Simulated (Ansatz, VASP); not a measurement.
## CaO5 in VASP and in Ansatz

```
Ca O
1.0
     4.60192    0.00000    0.00000
    -2.30096    3.98538    0.00000
     0.00000    0.00000    3.23991
Ca O
1 5
Direct
  0.00000 0.00000 0.00000
  0.33333 0.66667 0.00000
  0.66667 0.33333 0.00000
  0.50000 0.00000 0.50000
  0.50000 0.50000 0.50000
  0.00000 0.50000 0.50000
```

Change from the starting cell: species swapped into the CaPd5 type (P6/mmm, No. 191).

Alike in both runs: task relaxation of cell and atoms; functional PBE; k mesh 9 × 9 × 12; occupations gaussian, width 0.1 eV; no spin polarisation.

|  | VASP | Ansatz |
| --- | --- | --- |
| version | VASP 6.6.1 | Ansatz 0.2.0 |
| potentials or method | VASP PAW PBE potentials, release 64 (Ca_sv, O) | scalar-relativistic, plane waves, PAW |
| plane-wave cutoff (eV) | 600 | 420 |
| valence electrons in the cell | 40 | 40 |

Ansatz gave:

* gap on the k mesh at the Fermi level, each at its own relaxed structure (eV): none
* relaxed volume (Å³/atom): 9.90
* relaxed cell length with the largest relative difference (Å): 3.214

Question: Estimate VASP's values.

Answer: gap on the k mesh at the Fermi level, each at its own relaxed structure (eV): none; relaxed volume (Å³/atom): 9.88; relaxed cell length with the largest relative difference (Å): 3.210.

A gap of «none» marks a metal or a gap that the smearing closes.
